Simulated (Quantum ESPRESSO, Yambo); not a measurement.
# Quasiparticle gap of AlN (F-43m) in Yambo, part 3 of 3

How does a plane-wave GW calculation on AlN (F-43m) run from the first input to the gap?

Quantum ESPRESSO 7.5 and Yambo 5.3.0; PBE and many-body steps on it, plane waves. Known limits of the many-body steps: not at the basis limit.

So far. Step 3 (Bands along the symmetry lines): The gap is 3.325 eV, as in the run before at this level. Step 4 (Empty states on the mesh, 8×8×8 mesh, 249 bands): On this mesh the gap is 3.325 eV.

### Step 6. Screening and self-energy, 8×8×8 mesh, 249 bands, screening to 353.7 eV

G0W0 replaces the xc potential by the self-energy, built once from these orbitals. Only a window of levels is corrected, while the sums run over the empty bands that the input names.

This step: G0W0 on PBE, plane waves, norm-conserving pseudopotentials.

File gw3.in:

```
HF_and_locXC
gw0
dyson
ppa
em1d
rim_cut
RandQpts= 1000000
RandGvec= 1 RL
EXXRLvcs= 72 Ry
VXCRLvcs= 288 Ry
Chimod= "HARTREE"
% BndsRnXp
 1 | 249 |
%
NGsBlkXp= 26 Ry
% LongDrXp
 1 | 1 | 1 |
%
% GbndRnge
 1 | 249 |
%
DysSolver= "n"
ExtendOut
PPAPntXp= 27.21138 eV
% QPkrange
 1 | 1 | 3 | 6 |
 21 | 21 | 3 | 6 |
%
```

On the command line:

```console
$ OMP_NUM_THREADS=1 mpirun -n 8 yambo -F gw3.in -J gw3 -C gw3 > gw3.log
```

Log:

```text
 Yambo, version 5.3.0

 [02] CORE Variables Setup
 =========================

  [... cell, symmetries and grids as in the set-up ...]

  [02.05] Energies & Occupations
  ==============================

  [X] === General ===
  [X] Electronic Temperature                        :  0.000000  0.000000 [eV K]
  [X] Bosonic    Temperature                        :  0.000000  0.000000 [eV K]
  [X] Finite Temperature mode                       : no
  [X] El. density                                   :  0.38398E+24 [cm-3]
  [X] Fermi Level                                   :  6.956541 [eV]

  [X] === Gaps and Widths ===
  [X] Conduction Band Min                           :  3.324859 [eV]
  [X] Valence Band Max                              :  0.000000 [eV]
  [X] Filled Bands                                  :   4
  [X] Empty Bands                                   :    5  249
  [X] Direct Gap                                    :  4.192097 [eV]
  [X] Direct Gap localized at k                     :  1
  [X] Indirect Gap                                  :  3.324859 [eV]
  [X] Indirect Gap between kpts                     :   1  21
  [X] Last valence band width                       :  2.697200 [eV]
  [X] 1st conduction band width                     :  4.629348 [eV]

 [03] Transferred momenta grid and indexing
 ==========================================

 IBZ Q-points                                      :  29
 BZ  Q-points                                      :   512

 K/Q-points units:
 rlu = crystal or reduced units; cc = cartesian coordinates; iku = interal k-units

 Q [ 1]         [rlu]:  0.000000  0.000000  0.000000
 Q [ 2]         [rlu]: -0.26489E-17 -0.26489E-17  0.12500
 Q [ 3]         [rlu]: -0.52978E-17 -0.52978E-17  0.25000
 Q [ 4]         [rlu]: -0.12300E-16 -0.12300E-16  0.37500
 Q [ 5]         [rlu]:  0.10596E-16  0.10596E-16 -0.50000
 Q [ 6]         [rlu]:  0.99725E-17  0.12500      0.12500
 Q [ 7]         [rlu]: -0.26489E-17  0.12500      0.25000
 Q [ 8]         [rlu]: -0.23529E-16  0.12500      0.37500
 Q [ 9]         [rlu]: -0.52269E-17  0.12500      0.50000
 Q [10]         [rlu]:  0.10596E-16  0.12500     -0.37500
     [... 17 further rows ...]
 Q [28]         [rlu]:  0.125000 -0.500000 -0.375000
 Q [29]         [rlu]:  0.250000 -0.500000 -0.250000

 [04] Coloumb potential Random Integration (RIM)
 ===============================================

  [04.01] RIM initialization
  ==========================

  * Diagonal components only detected *

  8 x (sBL volume)        :  0.027566 [a.u.]
  sBZ random points       :  1000000
  Points outside the sBZ  :   7999624
  RL volume               :  1.764245 [a.u.]
  Integrated volume       :  1.764328 [a.u.]

  [04.02] RIM integrals
  =====================

  Gamma point sphere radius             :  0.054795 [a.u.]
  Points outside the sphere             :   799635
  [Int_sBZ(q=0) 1/q^2]*(Vol_sBZ)^(-1/3) =:  7.763403
                                 should be <:  7.795600

  Summary of Coulomb integrals for non-metallic bands |Q|[au] RIM/Bare

  Q [1] 0.100000E-4 0.995870 * Q [2] 0.164805 1.064252
  Q [6] 0.190300 1.063621 * Q [12] 0.269125 1.026387
  Q [7] 0.315577 1.018937 * Q [3] 0.329610 1.016307
  Q [13] 0.380601 1.013309 * Q [11] 0.414750 1.010912
  Q [22] 0.425525 1.010147 * Q [8] 0.466139 1.008295
  Q [14] 0.494415 1.007596 * Q [4] 0.494415 1.007214
  Q [17] 0.538251 1.006547 * Q [23] 0.562916 1.005686
  Q [18] 0.570901 1.005754 * Q [10] 0.570901 1.005787
  Q [25] 0.601783 1.005071 * Q [9] 0.623942 1.004576
  Q [15] 0.631155 1.004563 * Q [5] 0.659220 1.004326
  Q [19] 0.679508 1.004004 * Q [16] 0.679508 1.004145
  Q [27] 0.686138 1.004075 * Q [24] 0.712039 1.003773
  Q [26] 0.730862 1.003399 * Q [21] 0.761202 1.003144
  Q [28] 0.784629 1.002917 * Q [20] 0.807376 1.002976
  Q [29] 0.851049 1.002443

 [05] Dipoles
 ============

  [05.01] Setup: observables and procedures
  =========================================

 [06] Dynamic Dielectric Matrix (PPA)
 ====================================

 [SLK-Inversion]  Pools        :  2
 [SLK-Inversion]  BLACS grid   :  2  2

 [WR./gw3//ndb.pp]---------------------------------------------------------------
  Brillouin Zone Q/K grids (IBZ/BZ)                :    29   512    29   512
  RL vectors                                       :  1989 [WF]
  Coulomb cutoff potential                         : none
  Electronic Temperature                           :  0.000000 [K]
  Bosonic    Temperature                           :  0.000000 [K]
  PPA    diel. fun.  energies                      : Perdew, Burke & Ernzerhof(X)+Perdew, Burke & Ernzerhof(C)
  wavefunctions                                    : Perdew, Burke & Ernzerhof(X)+Perdew, Burke & Ernzerhof(C)
  Global Gauge                                     : length
  X matrix size                                    :   339
  X band range                                     :    1  249
  X e/h energy range                               : -1.000000 -1.000000 [eV]
  X Time ordering                                  : R
  X Hxc Kernel                                     : HARTREE
  X Drude frequency                                :  0.000000  0.000000
  X poles                                          :  100.0000 [o/o]
  RL vectors in the sum                            :  1989
  [r,Vnl] included                                 : yes
  Field direction                                  :  0.577350E-5  0.577350E-5  0.577350E-5
  BZ energy Double Grid                            : no
  BZ energy DbGd points                            : 0
  BZ Q point size factor                           : -1.000000
  X Optical Averaged directions                    : none

 [07] Local Exchange-Correlation + Non-Local Fock
 ================================================

 [VXC] Plane waves :  11575
 [EXS] Plane waves :  1471

 QP @ state[ 1 ] K range:  1  1
 QP @ state[ 1 ] b range:   3   6
 QP @ state[ 2 ] K range:  21  21
 QP @ state[ 2 ] b range:   3   6

 [xc] Functional : Perdew, Burke & Ernzerhof(X)+Perdew, Burke & Ernzerhof(C)
 [xc] LIBXC used to calculate xc functional
  PP Number of Atomic Species                      :  2
  NLCC RL compoments                               :  11575
  PP Number of Atomic Species                      :  2
  NLCC RL compoments                               :  11575

 [xc] E_xc :  -3.456156 [Ha]
      E_xc :  -6.912312 [Ry]

  Local XC kind (lXC) : Perdew, Burke & Ernzerhof(X)+Perdew, Burke & Ernzerhof(C)
  Non-Local XC kind (nlXC) : Hartree-Fock

  Corrections @ K [1] :  [eV]
 <3|nlXC|3> = -20.92742 -0.51721E-17 <3|lXC|3> = -16.95876 -0.18882E-15
 <4|nlXC|4> = -20.92742 -0.13274E-16 <4|lXC|4> = -16.95876  0.94408E-16
 <5|nlXC|5> = -8.154641 -0.18947E-17 <5|lXC|5> = -12.53244 -0.18882E-15
 <6|nlXC|6> = -4.110659  0.39808E-18 <6|lXC|6> = -9.892516  0.70806E-16

  Corrections @ K [21] :  [eV]
 <3|nlXC|3> = -20.09014 -0.16364E-16 <3|lXC|3> = -15.43142 -0.59002E-16
 <4|nlXC|4> = -20.09014  0.56423E-17 <4|lXC|4> = -15.43142  0.12958E-21
 <5|nlXC|5> = -5.083334  0.14180E-18 <5|lXC|5> = -9.207278  0.23602E-16
 <6|nlXC|6> = -4.415724  0.61861E-18 <6|lXC|6> = -9.461530 -0.18882E-15

 [08] Dyson equation: Newton solver
 ==================================

  [08.01] G0W0 (W PPA)
  ====================

  [  GW  ] Bands range     :    1  249
  [GW/PPA] G damping       :  0.100000 [eV]

  QP @ state[ 1 ] K range:  1  1
  QP @ state[ 1 ] b range:   3   6
  QP @ state[ 2 ] K range:  21  21
  QP @ state[ 2 ] b range:   3   6

   Sc/G bands                                       :    1  249
   Sc/G damping                                     :  0.100000 ev
   Sc bands terminator                              : no
   Sx RL components                                 :  1471

   QP @ state[ 1 ] K range                          :  1  1
   QP @ state[ 1 ] b range                          :   3   6
   QP @ state[ 2 ] K range                          :  21  21
   QP @ state[ 2 ] b range                          :   3   6
   GF energies kind                                 : Perdew, Burke & Ernzerhof(X)+Perdew, Burke & Ernzerhof(C)
   GF WF`s kind                                     : Perdew, Burke & Ernzerhof(X)+Perdew, Burke & Ernzerhof(C)
   Xs energies kind                                 : Perdew, Burke & Ernzerhof(X)+Perdew, Burke & Ernzerhof(C)
   Xs WF`s kind                                     : Perdew, Burke & Ernzerhof(X)+Perdew, Burke & Ernzerhof(C)

 [11] Game Over & Game summary
```

It took 24 min on 8 MPI ranks of Arm Neoverse V1, shared host; peak memory 4.6 GiB.

Numbers from this step:

```yaml
g0w0_gap_on_the_points_computed: 4.658 eV
starting_gap_on_the_mesh: 3.325 eV
k_of_the_valence_top: 0, 0, 0
k_of_the_conduction_bottom: 0, -0.5, -0.5
least_direct_g0w0_gap_on_the_computed_points: 5.640 eV
z_at_the_valence_top: 0.7884
z_at_the_conduction_bottom: 0.8387
```

The gap on the mesh goes from 3.32 eV to 4.66 eV, a correction of +1.33 eV.

Limits: finite bands, cutoff and mesh. v1 is the top filled band, c1 the lowest empty one. Levels before and after the correction, in eV, zero at the valence-band top of each column:

```
           conduction bottom  valence top
Kohn-Sham               3.32         0.00
     G0W0               4.66         0.00
```

```
                         level  energy (eV)
Kohn-Sham              Γ v2-v1        0.000
Kohn-Sham                 Γ c1        4.192
Kohn-Sham                 Γ c2       12.589
Kohn-Sham  (0 -0.5 -0.5) v2-v1       -1.775
Kohn-Sham     (0 -0.5 -0.5) c1        3.325
Kohn-Sham     (0 -0.5 -0.5) c2        8.652
     G0W0              Γ v2-v1        0.000
     G0W0                 Γ c1        5.640
     G0W0                 Γ c2       14.189
     G0W0  (0 -0.5 -0.5) v2-v1       -2.039
     G0W0     (0 -0.5 -0.5) c1        4.658
     G0W0     (0 -0.5 -0.5) c2       10.228
```

### Step 7. Where the time went

Times are wall times on the hardware named with each run, good to a factor of about two.

```csv
step,time,share,memory (GiB)
ground state,1.7 s,0 %,0.05
bands along the symmetry lines,1.3 s,0 %,0.05
empty states on the mesh,25 s,2 %,0.53
conversion and set-up,2.5 s,0 %,0.24
screening and self-energy,24 min,98 %,4.6
```

### Step 8. Summary of results

```yaml
pbe_gap: 3.32 eV, indirect
g0w0_gap_on_the_mesh: 4.66 eV
gw_settings: 8×8×8 mesh, 249 bands, screening to 353.7 eV, Godby-Needs plasmon pole
known_limits: not at the basis limit
```

G0W0 moves the gap on the mesh from 3.32 eV to 4.66 eV (+1.33 eV), with Z of 0.79 and 0.84 at the edges. Only 2 of the mesh's irreducible points were corrected, so a valley elsewhere could overtake. The dearest step here is «screening and self-energy». Bands and cutoff are finite, so the gap is not at the basis limit. The miss can reach some tenths of an eV and take either sign; the mesh is an error of its own. In the G0W0 run levels were corrected at 2 k points alone, so a gap called «on the mesh» is the least over those, and an edge elsewhere would be missed.

[Paths, hosts, dates, memory and timing lines, banners, echoed tables and standing remarks are left out of the program output.]

[Logs are printed without paths, hosts, clocks, repeated set-up lines and the standing remarks that a program may print on its own settings, such as how far it seeks lower states.]

[Runs of the session that timed out or met a known fault of the program may be left out.]

[Hosts, paths, dates, database ids (printed as entryN), source tags and the programs' standing remarks are cut or masked in the printed files.]
